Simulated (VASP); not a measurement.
Runs of VASP 6.6.1 on NaH. It takes space group Fm-3m (No. 225, cubic). Conventional cell: a = 4.880 Å, b = 4.880 Å, c = 4.880 Å, α = 90.00°, β = 90.00°, γ = 90.00°. Na (site symmetry m-3m) is surrounded by 6 H at 2.44 Å. Around H (site symmetry m-3m) lie 6 Na at 2.44 Å. 

| level | potentials or basis | gap on the mesh (eV) | pressure (GPa) |
| --- | --- | --- | --- |
| PBE | VASP PAW PBE potentials, release 64 (Na_pv, H) | 3.73 | -0.7 |
| PBEsol | VASP PAW PBE potentials, release 64 (Na_pv, H) | 3.54 | -1.2 |
| LDA | VASP PAW LDA potentials, release 64 (Na_pv, H) | (b) | -2.7 |
| r2SCAN | VASP PAW PBE potentials, release 64 (Na_pv, H) | (c) | (a) |

Alike in all rows: task band structure; no spin polarisation; cell as given; k mesh 10 × 10 × 10; cutoff (eV) 520; smearing gaussian 0.02 eV.

Fill in the values left out.

(a) -1.3; (b) 3.38; (c) 4.33.

Caveats: the PAW data sets were made with another functional, which shifts forces and pressure a little (some runs).

